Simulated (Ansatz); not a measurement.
The calculation used DFT PBE, scalar-relativistic, plane waves, PAW in Ansatz. Settings: cutoff 420 eV, Γ-centred meshes spaced at most about 0.3 Å⁻¹, and about 0.25 Å⁻¹ or finer for metals (2π included), Gaussian smearing. No spin polarisation.

Each guess is relaxed in cell and atoms at zero pressure, on a coarse mesh first where it starts far from rest and then on a converged one. The steps can't lower the symmetry of the start, but it can rise. Energies are static (0 K, no zero-point motion).

Two unrelaxed guesses for Na2I:

A.

```cif
data_structure
_symmetry_space_group_name_H-M 'P6/mmm'
_symmetry_Int_Tables_number 191
_cell_length_a 4.7791
_cell_length_b 4.7791
_cell_length_c 5.0687
_cell_angle_alpha 90.000
_cell_angle_beta 90.000
_cell_angle_gamma 120.000
_cell_volume 100.26
loop_
_atom_site_label
_atom_site_type_symbol
_atom_site_symmetry_multiplicity
_atom_site_Wyckoff_symbol
_atom_site_fract_x
_atom_site_fract_y
_atom_site_fract_z
_atom_site_occupancy
Na1 Na 2 c 0.33333 0.66667 0.00000 1
I1 I 1 b 0.00000 0.00000 0.50000 1
```

B.

```cif
data_structure
_symmetry_space_group_name_H-M 'P6_3/mmc'
_symmetry_Int_Tables_number 194
_cell_length_a 3.9096
_cell_length_b 3.9096
_cell_length_c 13.2584
_cell_angle_alpha 90.000
_cell_angle_beta 90.000
_cell_angle_gamma 120.000
_cell_volume 175.50
loop_
_atom_site_label
_atom_site_type_symbol
_atom_site_symmetry_multiplicity
_atom_site_Wyckoff_symbol
_atom_site_fract_x
_atom_site_fract_y
_atom_site_fract_z
_atom_site_occupancy
Na1 Na 4 f 0.33333 0.66667 0.39070 1
I1 I 2 b 0.00000 0.00000 0.25000 1
```

**Question.** Do they relax into the same structure? If not, which is lower?

**Answer.** No. B ends lower, by 275 meV/atom. A: P6/mmm at 33.4 Å³/atom → P6/mmm at 36.4 Å³/atom; B: P6_3/mmc at 29.3 Å³/atom → P6_3/mmc at 40.2 Å³/atom. Counting I atoms around Na (those within 1.25 times the shortest such distance or 1.15 times the sum of covalent radii; the shortest distance is added where it is long for a bond), the end of A has Na 6 from 3.8 Å and the end of B has Na 3. End of A. Conventional cell: a = 5.662 Å, c = 3.935 Å. Around Na lie 3 Na at 3.27 Å, 6 I at 3.82 Å and 2 Na at 3.93 Å; I is surrounded by 12 Na at 3.82 Å and 2 I at 3.93 Å. End of B. Conventional cell: a = 4.355 Å, c = 14.688 Å. Na has 3 I at 3.24 Å; I is surrounded by 6 Na at 3.24 Å.

Ends held by symmetry can be saddle points. Neither end is the lowest form computed: that has space group P4_2/m (No. 84) and lies 4 meV/atom below the better end. Spin–orbit coupling, which can matter for I, is left out. In P6/mmm an odd number of electrons in the primitive cell allows no gap without spin; a larger cell or a magnetic state could open one. Some candidate types were left out of the draw beforehand, so a known form may be missing.
